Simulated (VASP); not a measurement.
# CaSe (Fm-3m) in VASP: notebook

CaSe is run at these levels: r2SCAN; tasks: single point.

All numbers are computed with VASP 6.6.1; they aren't measurements. Logs are shortened: lines on timing, memory, paths and dates and some standing lists are left out, and cuts for length are marked.

**Experimental background.**

A printed reference work, monograph, original work of 1988 reports, for a bulk crystal of CaSe at 2 K: band gap 3.85 eV (indirect).

The runs below are set against these values where they give the same quantity.

## Step 1: The cell of the first run

Symmetry: Fm-3m, No. 225, cubic system. The conventional cell has a = 5.895 Å, b = 5.895 Å, c = 5.895 Å, α = 90.00°, β = 90.00°, γ = 90.00°. Within 3.9 Å of Ca (site symmetry m-3m) lie 6 Se at 2.95 Å. Within 3.9 Å of Se (site symmetry m-3m) lie 6 Ca at 2.95 Å.

## Step 2: Single point, r2SCAN

POSCAR

```
CaSe
1.0
    0.0000000000      2.9473123000      2.9473123000
    2.9473123000      0.0000000000      2.9473123000
    2.9473123000      2.9473123000      0.0000000000
Ca Se
1 1
Direct
    0.0000000000      0.0000000000      0.0000000000
    0.5000000000      0.5000000000      0.5000000000
```

INCAR.step1

```
PREC = Accurate
ENCUT = 520
ISMEAR = -1
SIGMA = 0.02
LREAL = False
LASPH = True
NELM = 100
NBANDS = 15
GGA = PE
ALGO = Normal
EDIFF = 1E-4
LWAVE = True
LCHARG = False
```

INCAR.step2

```
PREC = Accurate
ENCUT = 520
EDIFF = 1E-6
ISMEAR = -1
SIGMA = 0.02
LREAL = False
LASPH = True
NELM = 100
ALGO = Normal
ISIF = 2
LWAVE = False
LCHARG = False
METAGGA = R2SCAN
LMIXTAU = True
NBANDS = 15
ISTART = 1
```

KPOINTS

```
Automatic mesh
0
Gamma
  8 8 8
```

Potentials or basis: VASP PAW PBE potentials, release 64 (Ca_sv, Se).

The run is started by

```sh
cat potpaw_PBE.64/Ca_sv/POTCAR potpaw_PBE.64/Se/POTCAR > POTCAR
cp INCAR.step1 INCAR
mpirun -np 1 vasp_std > vasp.out
cp INCAR.step2 INCAR
mpirun -np 1 vasp_std > vasp.out
```

OUTCAR:

```text
PREC = Accurate
   ENCUT = 520
   EDIFF = 1E-6
   ISMEAR = -1
   LREAL = False
   LASPH = True
   NELM = 100
   ISIF = 2
   METAGGA = R2SCAN
   ISTART = 1

 ion  position               nearest neighbor table
   1  0.000  0.000  0.000-   2 2.95   2 2.95   2 2.95   2 2.95   2 2.95   2 2.95
   2  0.500  0.500  0.500-   1 2.95   1 2.95   1 2.95   1 2.95   1 2.95   1 2.95

  LATTYP: Found a face centered cubic cell.
 ALAT       =     5.8946246000

  Lattice vectors:

 A1 = (   0.0000000000,   2.9473123000,   2.9473123000)
 A2 = (   2.9473123000,   0.0000000000,   2.9473123000)
 A3 = (   2.9473123000,   2.9473123000,   0.0000000000)

Analysis of symmetry for initial positions (statically):
=====================================================================
 Subroutine PRICEL returns:
 Original cell was already a primitive cell.

 Routine SETGRP: Setting up the symmetry group for a
 face centered cubic supercell.

 Subroutine GETGRP returns: Found 48 space group operations
 (whereof 48 operations were pure point group operations)
 out of a pool of 48 trial point group operations.

The static configuration has the point symmetry O_h .

Analysis of symmetry for dynamics (positions and initial velocities):
=====================================================================
 Subroutine PRICEL returns:
 Original cell was already a primitive cell.

 Routine SETGRP: Setting up the symmetry group for a
 face centered cubic supercell.

 Subroutine GETGRP returns: Found 48 space group operations
 (whereof 48 operations were pure point group operations)
 out of a pool of 48 trial point group operations.

The dynamic configuration has the point symmetry O_h .

 Subroutine INISYM returns: Found 48 space group operations
 (whereof 48 operations are pure point group operations),
 and found     1 'primitive' translations

----------------------------------------------------------------------------------------

                                     Primitive cell

  volume of cell :      51.2045

  direct lattice vectors                    reciprocal lattice vectors
     0.000000000  2.947312300  2.947312300    -0.169646087  0.169646087  0.169646087
     2.947312300  0.000000000  2.947312300     0.169646087 -0.169646087  0.169646087
     2.947312300  2.947312300  0.000000000     0.169646087  0.169646087 -0.169646087

  length of vectors
     4.168129027  4.168129027  4.168129027     0.293835643  0.293835643  0.293835643

  position of ions in fractional coordinates (direct lattice)
     0.000000000  0.000000000  0.000000000
     0.500000000  0.500000000  0.500000000

  ion indices of the primitive-cell ions
   primitive index   ion index
                 1           1
                 2           2

----------------------------------------------------------------------------------------

 KPOINTS: Automatic mesh

Automatic generation of k-mesh.
 Grid dimensions read from file:
 generate k-points for:    8    8    8

 Generating k-lattice:

  Cartesian coordinates                     Fractional coordinates (reciprocal lattice)
    -0.021205761  0.021205761  0.021205761     0.125000000  0.000000000  0.000000000
     0.021205761 -0.021205761  0.021205761     0.000000000  0.125000000  0.000000000
     0.021205761  0.021205761 -0.021205761     0.000000000  0.000000000  0.125000000

  Length of vectors
     0.036729455  0.036729455  0.036729455

  Shift w.r.t. Gamma in fractional coordinates (k-lattice)
     0.000000000  0.000000000  0.000000000

 Subroutine IBZKPT returns following result:
 ===========================================

 Found     29 irreducible k-points:

 Following reciprocal coordinates:
            Coordinates               Weight
  0.000000  0.000000  0.000000      1.000000
  0.125000  0.000000  0.000000      8.000000
  0.250000  0.000000  0.000000      8.000000
  0.375000  0.000000  0.000000      8.000000
  0.500000  0.000000  0.000000      4.000000
  0.125000  0.125000  0.000000      6.000000
[... 16 lines left out ...]
  0.500000  0.250000  0.125000     48.000000
[... 45 lines left out ...]
  band No.  band energies     occupation
      1     -39.0069      2.00000
      2     -19.1204      2.00000
      3     -19.1204      2.00000
      4     -19.1204      2.00000
      5      -9.9757      2.00000
      6       2.2564      2.00000
      7       2.2564      2.00000
      8       2.2564      2.00000
      9       6.4560      0.00000
     10       6.4790      0.00000
     11       6.4790      0.00000
     12       6.4790      0.00000
     13       7.0879      0.00000
     14       7.0879      0.00000
     15      12.7551      0.00000

 k-point     2 :       0.1250    0.0000    0.0000
  band No.  band energies     occupation
      1     -39.0058      2.00000
      2     -19.1388      2.00000
      3     -19.1215      2.00000
      4     -19.1214      2.00000
      5      -9.8767      2.00000
      6       1.5222      2.00000
      7       2.0188      2.00000
      8       2.0188      2.00000
      9       6.4645      0.00000
     10       6.7022      0.00000
     11       6.7022      0.00000
     12       7.3300      0.00000
     13       7.5048      0.00000
     14       7.5048      0.00000
     15      12.9071      0.00000

 k-point     3 :       0.2500    0.0000    0.0000
  band No.  band energies     occupation
      1     -39.0033      2.00000
      2     -19.1826      2.00000
      3     -19.1241      2.00000
      4     -19.1241      2.00000
      5      -9.6254      2.00000
      6       0.2692      2.00000
      7       1.5537      2.00000
      8       1.5537      2.00000
      9       6.5684      0.00000
     10       7.2511      0.00000
     11       7.2511      0.00000
     12       8.5399      0.00000
     13       8.5400      0.00000
     14       8.7732      0.00000
     15      12.4487      0.00000
[... 343 lines left out ...]
 k-point    23 :       0.5000    0.2500    0.1250
  band No.  band energies     occupation
      1     -38.9994      2.00000
      2     -19.2100      2.00000
      3     -19.1525      2.00000
      4     -19.1341      2.00000
      5      -9.3227      2.00000
      6      -0.4552      2.00000
      7       0.8079      2.00000
      8       1.0934      2.00000
      9       6.6739      0.00000
     10       8.1171      0.00000
     11       8.4057      0.00000
     12       8.5579      0.00000
     13       9.0880      0.00000
     14      10.7301      0.00000
     15      11.1249      0.00000

 k-point    24 :      -0.3750    0.2500    0.1250
  band No.  band energies     occupation
      1     -38.9986      2.00000
      2     -19.2194      2.00000
      3     -19.1542      2.00000
      4     -19.1375      2.00000
      5      -9.2474      2.00000
      6      -0.6023      2.00000
      7       0.6074      2.00000
      8       1.0000      2.00000
      9       7.3130      0.00000
     10       7.6105      0.00000
     11       8.6289      0.00000
     12       8.9543      0.00000
     13       9.2791      0.00000
     14      10.1832      0.00000
     15      11.6972      0.00000

 [... further k-points ...]

------------------------ aborting loop because EDIFF is reached ----------------------------------------

  FORCE on cell =-STRESS in cart. coord.  units (eV):
  Direction    XX          YY          ZZ          XY          YZ          ZX
  --------------------------------------------------------------------------------------
  -------------------------------------------------------------------------------------
  Total        0.4426091      0.4426091      0.4426091      0.0000000      0.0000000      0.0000000
  in kB       13.8491287     13.8491287     13.8491287      0.0000000      0.0000000      0.0000000
  external PRESSURE =      13.8491287 kB  Pullay stress =       0.0000000 kB

 VOLUME and BASIS-vectors are now :
 -----------------------------------------------------------------------------
  energy-cutoff  :      520.00
  volume of cell :       51.20
      direct lattice vectors                 reciprocal lattice vectors
     0.000000000  2.947312300  2.947312300    -0.169646087  0.169646087  0.169646087
     2.947312300  0.000000000  2.947312300     0.169646087 -0.169646087  0.169646087
     2.947312300  2.947312300  0.000000000     0.169646087  0.169646087 -0.169646087

 POSITION                                       TOTAL-FORCE (eV/Angst)
 -----------------------------------------------------------------------------------
      0.00000      0.00000      0.00000         0.000000      0.000000      0.000000
      2.94731      2.94731      2.94731         0.000000      0.000000     -0.000000
 -----------------------------------------------------------------------------------
    total drift:                                0.000000     -0.000000     -0.000000

  FREE ENERGIE OF THE ION-ELECTRON SYSTEM (eV)
  ---------------------------------------------------
  free  energy   TOTEN  =       -25.9736255384 eV

  energy  without entropy=      -25.9736255384  energy(sigma->0) =      -25.97362554
```

Run time: 46 s. Hardware: 1 thread of AMD EPYC 9R45 (Zen 5), shared host; peak memory 0.16 GiB.

Results:

```yaml
Free_energy: -25.9736 eV
Pressure: 1.4 GPa
Band_gap_on_the_k_mesh: 2.47 eV (least direct gap 3.43 eV)
```

Levels at points of the mesh, in eV from the valence-band top:
```csv
k point,band 6,band 7,band 8,band 9,band 10,band 11
"(0.00, 0.00, 0.00)",0.00,0.00,0.00,4.20,4.22,4.22
"(0.50, 0.00, 0.00)",-3.32,-1.21,-1.21,5.14,6.13,6.15
"(0.50, 0.50, 0.00)",-2.57,-0.96,-0.96,2.47,5.63,5.86
```

Caveat: the PAW data sets were made with another functional, which shifts forces and pressure a little. r2SCAN opens gaps a little over a GGA but as a rule still falls short of measured ones.

## Step 3: Single point, r2SCAN

This run uses another cell than the first one, of 26.12 Å³/atom.

POSCAR

```
CaSe
1.0
    0.0000000000      2.9672271751      2.9672271751
    2.9672271751      0.0000000000      2.9672271751
    2.9672271751      2.9672271751      0.0000000000
Ca Se
1 1
Direct
    0.0000000000      0.0000000000      0.0000000000
    0.5000000000      0.5000000000      0.5000000000
```

INCAR.step1

```
  PREC = Accurate
  ENCUT = 520
  ISMEAR = -1
  SIGMA = 0.02
  LREAL = False
  LASPH = True
  NELM = 60
  NBANDS = 15
  GGA = PE
  ALGO = Normal
  EDIFF = 1E-4
  LWAVE = True
  LCHARG = False
```

INCAR.step2

```
  PREC = Accurate
  ENCUT = 520
  EDIFF = 1E-6
  ISMEAR = -1
  SIGMA = 0.02
  LREAL = False
  LASPH = True
  NELM = 60
  ALGO = Normal
  ISIF = 2
  LWAVE = False
  LCHARG = False
  METAGGA = R2SCAN
  LMIXTAU = True
  NBANDS = 15
  ISTART = 1
```

KPOINTS

```
regular mesh
0
Gamma
  8 8 8
```

Potentials or basis: VASP PAW PBE potentials, release 64 (Ca_sv, Se).

The run is started by

```sh
cat potpaw_PBE.64/Ca_sv/POTCAR potpaw_PBE.64/Se/POTCAR > POTCAR
cp INCAR.step1 INCAR
mpirun -np 1 vasp_std > vasp.out
cp INCAR.step2 INCAR
mpirun -np 1 vasp_std > vasp.out
```

Wall time 46 s (1 thread of AMD EPYC 9R45 (Zen 5), shared host); peak memory 0.16 GiB.

It converged, with:

| Quantity | Value |
| --- | --- |
| Free energy | -25.9791 eV |
| Pressure | 0.3 GPa |
| Band gap on the k mesh | 2.52 eV (least direct gap 3.46 eV) |

Levels at points of the mesh, in eV from the valence-band top:
```
           k point  band 5  band 6  band 7  band 8  band 9  band 10  band 11  band 12
(0.00, 0.00, 0.00)  -12.16    0.00    0.00    0.00    4.08     4.23     4.23     4.23
(0.50, 0.00, 0.00)  -11.46   -3.24   -1.17   -1.17    5.10     6.07     6.09     6.09
(0.50, 0.50, 0.00)  -11.57   -2.52   -0.94   -0.94    2.52     5.60     5.77     6.62
```

Caveat: the PAW data sets were made with another functional, which shifts forces and pressure a little.

## Step 4: Single point, r2SCAN

This run uses another cell than the first one, of 26.12 Å³/atom.

POSCAR

```
CaSe
1.0
    0.0000000000      2.9672271800      2.9672271800
    2.9672271800      0.0000000000      2.9672271800
    2.9672271800      2.9672271800      0.0000000000
Ca Se
1 1
Direct
    0.0000000000      0.0000000000      0.0000000000
    0.5000000000      0.5000000000      0.5000000000
```

INCAR.step1

```
SYSTEM = CaSe
ALGO     = Normal         ! electronic algorithm
EDIFF    = 1E-4           ! SCF threshold, eV
ENCUT    = 520            ! plane-wave cutoff, eV
GGA      = PE             ! functional
ISMEAR   = -1             ! smearing method
LASPH    = .True.         ! aspherical terms in the spheres
LCHARG   = .False.        ! write CHGCAR
LREAL    = .False.        ! projectors in reciprocal space
LWAVE    = .True.         ! write WAVECAR
NBANDS   = 15             ! bands
NELM     = 100            ! most SCF steps
PREC     = Accurate       ! precision mode
SIGMA    = 0.02           ! smearing width, eV
```

INCAR.step2

```
SYSTEM = CaSe
ALGO     = Normal         ! electronic algorithm
EDIFF    = 1E-6           ! SCF threshold, eV
ENCUT    = 520            ! plane-wave cutoff, eV
ISIF     = 2              ! what is computed and relaxed
ISMEAR   = -1             ! smearing method
ISTART   = 1            
LASPH    = .True.         ! aspherical terms in the spheres
LCHARG   = .False.        ! write CHGCAR
LMIXTAU  = .True.       
LREAL    = .False.        ! projectors in reciprocal space
LWAVE    = .False.        ! write WAVECAR
METAGGA  = R2SCAN         ! meta-GGA
NBANDS   = 15             ! bands
NELM     = 100            ! most SCF steps
PREC     = Accurate       ! precision mode
SIGMA    = 0.02           ! smearing width, eV
```

KPOINTS

```
k-points
0
Gamma
  8 8 8
  0 0 0
```

The run is started by

```sh
cat potpaw_PBE.64/Ca_sv/POTCAR potpaw_PBE.64/Se/POTCAR > POTCAR
cp INCAR.step1 INCAR
mpirun -np 1 vasp_std > vasp.out
cp INCAR.step2 INCAR
mpirun -np 1 vasp_std > vasp.out
```

It took 48 s on 1 thread of AMD EPYC 9R45 (Zen 5), shared host; peak memory 0.16 GiB.

Results (log left out):

```
Free energy            : -25.9791 eV
Pressure               : 0.3 GPa
Band gap on the k mesh : 2.52 eV (least direct gap 3.46 eV)
```

Levels at points of the mesh, in eV from the valence-band top:
| k point | band 4 | band 5 | band 6 | band 7 | band 8 | band 9 | band 10 | band 11 | band 12 | band 13 |
| --- | --- | --- | --- | --- | --- | --- | --- | --- | --- | --- |
| (0.00, 0.00, 0.00) | -21.44 | -12.16 | 0.00 | 0.00 | 0.00 | 4.08 | 4.23 | 4.23 | 4.23 | 4.82 |
| (0.50, 0.00, 0.00) | -21.44 | -11.46 | -3.24 | -1.17 | -1.17 | 5.10 | 6.07 | 6.09 | 6.09 | 8.10 |
| (0.50, 0.50, 0.00) | -21.47 | -11.57 | -2.52 | -0.94 | -0.94 | 2.52 | 5.60 | 5.77 | 6.62 | 6.62 |

Caveat: the PAW data sets were made with another functional, which shifts forces and pressure a little.

## Step 5: Single point, r2SCAN

This run uses another cell than the first one, of 26.65 Å³/atom.

POSCAR

```
CaSe
1.0
    0.0000000000      2.9868782600      2.9868782600
    2.9868782600      0.0000000000      2.9868782600
    2.9868782600      2.9868782600      0.0000000000
Ca Se
1 1
Direct
    0.0000000000      0.0000000000      0.0000000000
    0.5000000000      0.5000000000      0.5000000000
```

INCAR.step1

```
PREC     = Accurate       # precision mode
ENCUT    = 520            # plane-wave cutoff, eV
ISMEAR   = -1             # smearing method
SIGMA    = 0.02           # smearing width, eV
LREAL    = False          # projectors in reciprocal space
LASPH    = True           # aspherical terms in the spheres
NELM     = 60             # most SCF steps
NBANDS   = 15             # bands
GGA      = PE             # functional
ALGO     = Normal         # electronic algorithm
EDIFF    = 1E-4           # SCF threshold, eV
LWAVE    = True           # write WAVECAR
LCHARG   = False          # write CHGCAR
```

INCAR.step2

```
PREC     = Accurate       # precision mode
ENCUT    = 520            # plane-wave cutoff, eV
EDIFF    = 1E-7           # SCF threshold, eV
ISMEAR   = -1             # smearing method
SIGMA    = 0.02           # smearing width, eV
LREAL    = False          # projectors in reciprocal space
LASPH    = True           # aspherical terms in the spheres
NELM     = 60             # most SCF steps
ALGO     = Normal         # electronic algorithm
ISIF     = 2              # what is computed and relaxed
LWAVE    = False          # write WAVECAR
LCHARG   = False          # write CHGCAR
METAGGA  = R2SCAN         # meta-GGA
LMIXTAU  = True         
NBANDS   = 15             # bands
ISTART   = 1
```

KPOINTS

```
Automatic mesh
0
Gamma
  8 8 8
```

The run is started by

```sh
cat potpaw_PBE.64/Ca_sv/POTCAR potpaw_PBE.64/Se/POTCAR > POTCAR
cp INCAR.step1 INCAR
mpirun -np 1 vasp_std > vasp.out
cp INCAR.step2 INCAR
mpirun -np 1 vasp_std > vasp.out
```

Wall time 80 s (1 thread of AMD EPYC 9R45 (Zen 5), shared host); peak memory 0.16 GiB.

The run converged. Its results:

```yaml
Free_energy: -25.9776 eV
Pressure: -0.8 GPa
Band_gap_on_the_k_mesh: 2.56 eV (least direct gap 3.48 eV)
```

Levels at points of the mesh, in eV from the valence-band top:
```
           k point  band 5  band 6  band 7  band 8  band 9  band 10  band 11  band 12
(0.00, 0.00, 0.00)  -12.09    0.00    0.00    0.00    3.97     4.24     4.24     4.24
(0.50, 0.00, 0.00)  -11.42   -3.17   -1.13   -1.13    5.07     6.01     6.04     6.04
(0.50, 0.50, 0.00)  -11.52   -2.47   -0.92   -0.92    2.56     5.56     5.67     6.55
```

Caveat: the PAW data sets were made with another functional, which shifts forces and pressure a little.

## Step 6: Summary

```tsv
cell	gap on the mesh (eV)	pressure (GPa)
a = 4.168 Å, angles 60.0°, 2 atoms	2.47	1.4
a = 4.196 Å, angles 60.0°, 2 atoms	2.52	0.3
a = 4.224 Å, angles 60.0°, 2 atoms	2.56	-0.8
```

Alike in all rows: task single point; level r2SCAN; potentials or basis VASP PAW PBE potentials, release 64 (Ca_sv, Se); no spin polarisation; k mesh 8 × 8 × 8; cutoff (eV) 520; smearing fermi-dirac 0.02 eV.

Caveats: the PAW data sets were made with another functional, which shifts forces and pressure a little.

Absolute energies hang on the potentials; compare differences alone.

## Step 7: Comparison with measurements

Step 3. A measured gap of CaSe is 3.85 eV (indirect; 2 K; a printed reference work, monograph, original work of 1988); the calculated 2.52 eV misses it by -1.33 eV. Spin-orbit coupling on Se is left out. The value is that of r2SCAN on a finite k mesh, which can miss the band edges, without temperature or zero-point motion.

Step 4. Measured gap of CaSe: 3.85 eV (indirect; 2 K; a printed reference work, monograph, original work of 1988). This calculation gives 2.52 eV (-1.33 eV). Spin-orbit coupling on Se is left out. The value is that of r2SCAN on a finite k mesh, which can miss the band edges, without temperature or zero-point motion.

Step 5. A measured gap of CaSe is 3.85 eV (indirect; 2 K; a printed reference work, monograph, original work of 1988); the calculated 2.56 eV misses it by -1.29 eV. Spin-orbit coupling on Se is left out. The value is that of r2SCAN on a finite k mesh, which can miss the band edges, without temperature or zero-point motion.
